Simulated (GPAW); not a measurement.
A run of GPAW 26.7.0 is set up as follows.

File run.py:

```python
from ase.eos import EquationOfState
from ase.io import Trajectory, read
from ase.units import GPa
from gpaw import GPAW, PW, setup_paths

setup_paths.insert(0, '.')

atoms = read('AlN.cif')

traj = Trajectory('eos.traj', 'w')
volumes, energies = [], []
for x in [0.94, 0.96, 0.98, 1.0, 1.02, 1.04, 1.06]:
    a = atoms.copy()
    a.set_cell(atoms.cell * x**(1 / 3), scale_atoms=True)
    calc = GPAW(mode=PW(1100),
                xc='PBE',
                kpts={'size': (10, 10, 10), 'gamma': True},
                occupations={'name': 'fermi-dirac', 'width': 0.05},
                setups='sg15',
                nbands=-7,
                convergence={'density': 1e-05, 'energy': 1e-05},
                maxiter=150,
                txt=f'eos-{x:.2f}.txt')
    a.calc = calc
    energies.append(a.get_potential_energy(force_consistent=True))
    volumes.append(a.get_volume())
    p = -a.get_stress()[:3].mean() / GPa
    calc.write(f'eos-{x:.2f}.gpw')
    traj.write(a)
    print(f'{x:.2f} {volumes[-1]:10.4f} A^3 {energies[-1]:14.6f} eV {p:9.3f} GPa', flush=True)

v0, e0, B = EquationOfState(volumes, energies, eos='birchmurnaghan').fit()
print(f'V0 = {v0:.4f} A^3, E0 = {e0:.6f} eV, B0 = {B / GPa:.2f} GPa')
```

AlN.cif

```cif
data_AlN
_cell_length_a 3.08863331
_cell_length_b 3.08863331
_cell_length_c 3.08863331
_cell_angle_alpha 60.00000000
_cell_angle_beta 60.00000000
_cell_angle_gamma 60.00000000
_space_group_name_H-M_alt 'P1'
_space_group_name_Hall 'P 1'
_space_group_IT_number 1
loop_
_space_group_symop_operation_xyz
'x,y,z'
loop_
_atom_site_label
_atom_site_type_symbol
_atom_site_symmetry_multiplicity
_atom_site_Wyckoff_symbol
_atom_site_fract_x
_atom_site_fract_y
_atom_site_fract_z
_atom_site_occupancy
Al1 Al 1 a 0.0000000000 0.0000000000 0.0000000000 1
N1 N 1 a 0.2500000000 0.2500000000 0.2500000000 1
```

Potentials or basis: SG15 ONCV 1.2, pw.

Launch:

```sh
$ OMP_NUM_THREADS=1 python run.py
```

(1) Estimate the pressure derivative of the bulk modulus.

(2) What does it give for the bulk modulus?

## Answers

(1) 3.8.

(2) 194 GPa.
